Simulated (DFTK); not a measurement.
The system is NiO.

```
CELL_PARAMETERS angstrom
0.00000 2.08590 2.08590
2.08590 0.00000 2.08590
2.08590 2.08590 0.00000
ATOMIC_POSITIONS crystal
Ni 0.00000 0.00000 0.00000
O 0.50000 0.50000 0.50000
```

Base run:

```yaml
Program: DFTK 0.8.2
Functional: PBE
Potentials_or_basis: dojo.nc.sr.pbe.v0_4_1.standard.upf (PBE)
Cutoff: 1333 eV
k_mesh: 11 × 11 × 11
Occupations: fermi-dirac, width 0.05 eV
Spin: no spin polarisation
```

Its results: band gap on the k mesh none (metal or under the smearing width); pressure -2.3 GPa.

Question: The run is repeated on the same cell with these changes: spin from no spin polarisation to collinear spin, ferromagnetic start. What comes out?

Answer: Band gap on the k mesh none (metal or under the smearing width); pressure 6.0 GPa; net moment 1.83 μB per cell; site moments Ni +1.51; O +0.32 μB.

Caveats: semilocal functionals often make such compounds metallic where correlation or magnetic order opens a gap, which also shifts bond lengths; a cell with one magnetic atom can't hold antiferromagnetic order, which such compounds often take (some runs).
